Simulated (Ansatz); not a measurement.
Runs of Ansatz 0.2.0 on ZrC. The structure is cubic, space group Fm-3m (No. 225). Conventional cell: a = 4.730 Å, b = 4.730 Å, c = 4.730 Å, α = 90.00°, β = 90.00°, γ = 90.00°. Zr (site symmetry m-3m) has 6 C at 2.37 Å as nearest neighbours. Around C (site symmetry m-3m) lie 6 Zr at 2.37 Å. 

| task | level | cell | cutoff (eV) | smearing | points for each segment of the path | gap on the mesh (eV) | pressure (GPa) | relaxed volume (Å³/atom) |
| --- | --- | --- | --- | --- | --- | --- | --- | --- |
| relaxation of cell and atoms | HSE03 | relaxed | 420 | fermi-dirac 0.05 eV | - | none | 0.0 | 12.95 |
| band structure | HSE03 | as given | 420 | fermi-dirac 0.05 eV | 4 | none | -4.9 | - |
| relaxation of cell and atoms | HF | relaxed | 420 | fermi-dirac 0.05 eV | - | none | 0.0 | 13.72 |
| single point | r2SCAN0+D4 | as given | 500 | gaussian 0.1 eV | - | none | (a) | - |

Alike in all rows: potentials or basis Ansatz PAW; no spin polarisation; k mesh 5 × 5 × 5; the mesh is coarse, so values aren't converged.

Fill in the values left out.

(a) -5.8.

Caveats: all runs use coarse meshes; the PAW data sets come from PBE, with cores solved anew for the run's functional, which leaves a small shift of forces and pressure; the plane-wave basis is chosen anew once the cell has moved, so the energies of steps on either side of that aren't comparable (some runs); the thresholds are loose for stress (some runs); pairwise dispersion overbinds metals, which lowers pressure and volume (some runs).

A k mesh can miss the band edges, and the runs leave out spin-orbit coupling on Zr.

A gap of «none» marks a metal or a gap under the smearing width.
